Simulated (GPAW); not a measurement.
The system is ZnS.

```
Zn S
1.0
     0.00000    2.70200    2.70200
     2.70200    0.00000    2.70200
     2.70200    2.70200    0.00000
Zn S
1 1
Direct
  0.75000 0.75000 0.75000
  0.00000 0.00000 0.00000
```

Base run:

```yaml
Program: GPAW 26.7.0
Functional: revTPSS
Potentials_or_basis: GPAW PAW data sets (gpaw-data 1.2.1)
Cutoff: 600 eV
Basis: pw
k_mesh: 7 × 7 × 7
Occupations: fermi-dirac, width 0.05 eV
Spin: no spin polarisation
```

Its results: band gap on the k mesh 2.18 eV, direct.

Task: The run is repeated on the same cell with these changes: functional from revTPSS to vdW-DF-cx; band points from 60 to 80. What comes out?

Result: Band gap on the k mesh 2.10 eV, direct.
